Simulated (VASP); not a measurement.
# GaSb (F-43m) in VASP: notebook, part 2 of 2

VASP 6.6.1. The steps go on from the part before.

## Step 3: Single point, PBE

INCAR

```
PREC = Accurate
ENCUT = 520
EDIFF = 1E-7
ISMEAR = 0
SIGMA = 0.05
LREAL = False
LASPH = True
NELM = 100
ALGO = Normal
ISIF = 2
LWAVE = False
LCHARG = False
GGA = PE
NBANDS = 16
```

KPOINTS

```
Automatic mesh
0
Gamma
  8 8 8
```

POSCAR

```
GaSb
1.0
    4.3260792900      0.0000000000      0.0000000000
    2.1630396450      3.7464945639      0.0000000000
    2.1630396450      1.2488315213      3.5322289491
Sb Ga
1 1
Direct
    0.7500000000      0.7500000000      0.7500000000
    0.0000000000      0.0000000000      0.0000000000
```

Potentials or basis: VASP PAW PBE potentials, release 64 (Sb, Ga_d).

Launch:

```
$ cat potpaw_PBE.64/Sb/POTCAR potpaw_PBE.64/Ga_d/POTCAR > POTCAR
$ mpirun -np 1 vasp_std > vasp.out
```

OUTCAR:

```text
PREC = Accurate
   ENCUT = 520
   EDIFF = 1E-7
   ISMEAR = 0
   LREAL = False
   LASPH = True
   NELM = 100
   ISIF = 2
   GGA = PE

 ion  position               nearest neighbor table
   1  0.750  0.750  0.750-   2 2.65   2 2.65   2 2.65   2 2.65
   2  0.000  0.000  0.000-   1 2.65   1 2.65   1 2.65   1 2.65

  LATTYP: Found a face centered cubic cell.
 ALAT       =     6.1180000038

  Lattice vectors:

 A1 = (   4.3260792900,   0.0000000000,   0.0000000000)
 A2 = (   2.1630396450,   3.7464945639,   0.0000000000)
 A3 = (   2.1630396450,   1.2488315213,   3.5322289491)

Analysis of symmetry for initial positions (statically):
=====================================================================
 Subroutine PRICEL returns:
 Original cell was already a primitive cell.

 Routine SETGRP: Setting up the symmetry group for a
 face centered cubic supercell.

 Subroutine GETGRP returns: Found 24 space group operations
 (whereof 24 operations were pure point group operations)
 out of a pool of 48 trial point group operations.

The static configuration has the point symmetry T_d .

Analysis of symmetry for dynamics (positions and initial velocities):
=====================================================================
 Subroutine PRICEL returns:
 Original cell was already a primitive cell.

 Routine SETGRP: Setting up the symmetry group for a
 face centered cubic supercell.

 Subroutine GETGRP returns: Found 24 space group operations
 (whereof 24 operations were pure point group operations)
 out of a pool of 48 trial point group operations.

The dynamic configuration has the point symmetry T_d .

 Subroutine INISYM returns: Found 24 space group operations
 (whereof 24 operations are pure point group operations),
 and found     1 'primitive' translations

----------------------------------------------------------------------------------------

                                     Primitive cell

  volume of cell :      57.2491

  direct lattice vectors                    reciprocal lattice vectors
     4.326079290  0.000000000  0.000000000     0.231156189 -0.133458088 -0.094369119
     2.163039645  3.746494564  0.000000000     0.000000000  0.266916175 -0.094369119
     2.163039645  1.248831521  3.532228949     0.000000000  0.000000000  0.283107356

  length of vectors
     4.326079290  4.326079290  4.326079290     0.283107356  0.283107356  0.283107356

  position of ions in fractional coordinates (direct lattice)
     0.750000000  0.750000000  0.750000000
     0.000000000  0.000000000  0.000000000

  ion indices of the primitive-cell ions
   primitive index   ion index
                 1           1
                 2           2

----------------------------------------------------------------------------------------

 KPOINTS: Automatic mesh

Automatic generation of k-mesh.
 Grid dimensions read from file:
 generate k-points for:    8    8    8

 Generating k-lattice:

  Cartesian coordinates                     Fractional coordinates (reciprocal lattice)
     0.028894524 -0.016682261 -0.011796140     0.125000000  0.000000000  0.000000000
     0.000000000  0.033364522 -0.011796140     0.000000000  0.125000000 -0.000000000
     0.000000000  0.000000000  0.035388420     0.000000000  0.000000000  0.125000000

  Length of vectors
     0.035388420  0.035388420  0.035388420

  Shift w.r.t. Gamma in fractional coordinates (k-lattice)
     0.000000000  0.000000000  0.000000000

 Subroutine IBZKPT returns following result:
 ===========================================

 Found     29 irreducible k-points:

 Following reciprocal coordinates:
            Coordinates               Weight
  0.000000  0.000000  0.000000      1.000000
  0.125000  0.000000  0.000000      8.000000
  0.250000  0.000000  0.000000      8.000000
  0.375000 -0.000000 -0.000000      8.000000
  0.500000  0.000000  0.000000      4.000000
  0.125000  0.125000  0.000000      6.000000
[... 16 lines left out ...]
  0.500000  0.250000  0.125000     48.000000
 -0.375000  0.250000  0.125000     24.000000
 [... further k-points ...]
   k-points           NKPTS =     29   k-points in BZ     NKDIM =     29   number of bands    NBANDS=     16
   number of dos      NEDOS =    301   number of ions     NIONS =      2
   total plane-waves  NPLWV =  32768
   dimension x,y,z NGX =    32 NGY =   32 NGZ =   32
   dimension x,y,z NGXF=    64 NGYF=   64 NGZF=   64
   ions per type =               1   1
   NGX,Y,Z   is equivalent  to a cutoff of  12.30, 12.30, 12.30 a.u.
   NGXF,Y,Z  is equivalent  to a cutoff of  24.59, 24.59, 24.59 a.u.
 SYSTEM =  unknown system
   PREC   = accura    normal or accurate (medium, high low for compatibility)
   ISTART =      0    job   : 0-new  1-cont  2-samecut
   ICHARG =      2    charge: 1-file 2-atom 10-const
   ISPIN  =      1    spin polarized calculation?
   LNONCOLLINEAR =      F non collinear calculations
   LSORBIT =      F    spin-orbit coupling
   LASPH  =      T    aspherical Exc in radial PAW
   ENCUT  =  520.0 eV  38.22 Ry    6.18 a.u.   8.04  8.04  8.04*2*pi/ulx,y,z
   NELM   =    100;   NELMIN=  2; NELMDL= -5     # of ELM steps
   EDIFF  = 0.1E-06   stopping-criterion for ELM
   LREAL  =      F    real-space projection
   EDIFFG = 0.1E-05   stopping-criterion for IOM
   NSW    =      0    number of steps for IOM
   IBRION =     -1    ionic relax: 0-MD 1-quasi-New 2-CG
   NFREE  =      0    steps in history (QN), initial steepest desc. (CG)
   ISIF   =      2    stress and relaxation
   ISYM   =      2    0-nonsym 1-usesym 2-fastsym
   POTIM  = 0.5000    time-step for ionic-motion
   TEBEG  =    0.0;   TEEND  =   0.0 temperature during run
   PSTRESS=    0.0 pullay stress
   NELECT =      18.0000    total number of electrons
   NUPDOWN=      -1.0000    fix difference up-down
   EMIN   =  10.00;   EMAX   =-10.00  energy-range for DOS
   EFERMI =   0.00;   METHOD = LEGACY
   ISMEAR =     0;   SIGMA  =   0.05  broadening in eV -4-tet -1-fermi 0-gaus
   EFERMI_NEDOS =   21; number of points for ismear=-14 and -15
   IALGO  =     38    algorithm
   IMIX   =      4    mixing-type and parameters
     AMIX     =   0.40;   BMIX     =  1.00
     AMIX_MAG =   1.60;   BMIX_MAG =  1.00
  volume/ion in A,a.u.               =      28.62       193.17
  Fermi-wavevector in a.u.,A,eV,Ry     =   1.113208  2.103657 16.860766  1.239231
  Thomas-Fermi vector in A             =   2.249790
   LORBIT       =      0    0 simple, 1 ext, 2 COOP (PROOUT), +10 PAW based schemes
   GGA     = PE    functional components
   LHFCALC =     F    Hartree Fock is set to
   AEXX    =    0.0000 exact exchange contribution
   IVDW    =     0    specifies the selected vdW correction
   LEPSILON=     F    determine dielectric tensor
   LRPA    =     F    only Hartree local field effects (RPA)
 non-spin polarized calculation
 Gauss-broadening in eV      SIGMA  =   0.05
  energy-cutoff  :      520.00
  volume of cell :       57.25
 maximum number of plane-waves:      1572
   NGX = 17   NGY = 17   NGZ = 17

 number of electron      17.9999986 magnetization

 Free energy of the ion-electron system (eV)
  ---------------------------------------------------
  ext. energy  EPLUGINS =         0.00000000
  ---------------------------------------------------
  free energy    TOTEN  =        -7.34590577 eV

  energy without entropy =       -7.34574900  energy(sigma->0) =       -7.34582739

 E-fermi :   4.9061     XC(G=0):  -9.0882

 val. band max:        4.8712509202   @ k =   0.0000   0.0000   0.0000
 cond. band min:       4.9072823880   @ k =   0.0000   0.0000   0.0000
 fundamental gap:      0.0360314678
 Fermi energy:         4.9060926236

 k-point     1 :       0.0000    0.0000    0.0000
  band No.  band energies     occupation
      1     -10.1646      2.00000
      2     -10.1646      2.00000
      3     -10.1646      2.00000
      4     -10.1150      2.00000
      5     -10.1150      2.00000
      6      -6.6051      2.00000
[... 8 lines left out ...]
     15      13.4627      0.00000
     16      13.4627      0.00000

 k-point     2 :       0.1250    0.0000    0.0000
  band No.  band energies     occupation
      1     -10.1688      2.00000
      2     -10.1628      2.00000
      3     -10.1628      2.00000
      4     -10.1152      2.00000
      5     -10.1152      2.00000
      6      -6.4452      2.00000
[... 8 lines left out ...]
     15      12.6684      0.00000
     16      12.6684      0.00000
[... 387 lines left out ...]
      5     -10.1141      2.00000
      6      -4.9867      2.00000
[... 8 lines left out ...]
     15      13.6365      0.00000
     16      15.0433      0.00000

 k-point    24 :      -0.3750    0.2500    0.1250
  band No.  band energies     occupation
      1     -10.1973      2.00000
      2     -10.1509      2.00000
      3     -10.1479      2.00000
      4     -10.1180      2.00000
      5     -10.1148      2.00000
      6      -4.6267      2.00000
[... 8 lines left out ...]
     15      14.5291      0.00000
     16      15.0416      0.00000

 [... further k-points ...]
[... 5 lines left out ...]
  --------------------------------------------------------------------------------------
  -------------------------------------------------------------------------------------
  Total        0.8592931      0.8592931      0.8592931      0.0000000      0.0000000     -0.0000000
  in kB       24.0482492     24.0482492     24.0482492      0.0000000      0.0000000     -0.0000000
  external PRESSURE =      24.0482492 kB  Pullay stress =       0.0000000 kB

 VOLUME and BASIS-vectors are now :
 -----------------------------------------------------------------------------
  energy-cutoff  :      520.00
  volume of cell :       57.25
      direct lattice vectors                 reciprocal lattice vectors
     4.326079290  0.000000000  0.000000000     0.231156189 -0.133458088 -0.094369119
     2.163039645  3.746494564  0.000000000     0.000000000  0.266916175 -0.094369119
     2.163039645  1.248831521  3.532228949     0.000000000  0.000000000  0.283107356

 POSITION                                       TOTAL-FORCE (eV/Angst)
 -----------------------------------------------------------------------------------
      6.48912      3.74649      2.64917        -0.000000     -0.000000     -0.000000
      0.00000      0.00000      0.00000         0.000000      0.000000      0.000000
 -----------------------------------------------------------------------------------
    total drift:                               -0.000002     -0.000001     -0.000001

  FREE ENERGIE OF THE ION-ELECTRON SYSTEM (eV)
  ---------------------------------------------------
  free  energy   TOTEN  =        -7.3459057741 eV

  energy  without entropy=       -7.3457490004  energy(sigma->0) =       -7.34582739
```

stdout:

```text
POSCAR found type information on POSCAR SbGa
 POSCAR found :  2 types and       2 ions
 scaLAPACK will be used
 LDA part: xc-table for (Slater+PW92), standard interpolation
 POSCAR, INCAR and KPOINTS ok, starting setup
 FFT: planning ... GRIDC
 FFT: planning ... GRID_SOFT
 FFT: planning ... GRID
 WAVECAR not read
 entering main loop
```

Wall time 12 s (1 thread of Intel Xeon Platinum 8559C (Emerald Rapids), shared host); peak memory 0.18 GiB.

Results:

```
Free energy            : -7.3459 eV
Pressure               : 2.4 GPa
Band gap on the k mesh : 0.04 eV, direct
```

Caveat: spin-orbit coupling is left out, which moves the levels of the heavy elements.

## Step 4: Against experiment

Step 3. Against the measured gap of GaSb, 0.811 eV (direct; 4.2 K; a printed reference work, data compilation), the calculated 0.04 eV is off by -0.78 eV. Spin-orbit coupling on Ga, Sb is left out. The value is that of PBE on a finite k mesh, which can miss the band edges, without temperature or zero-point motion. Semilocal functionals fall short of measured gaps as a rule.
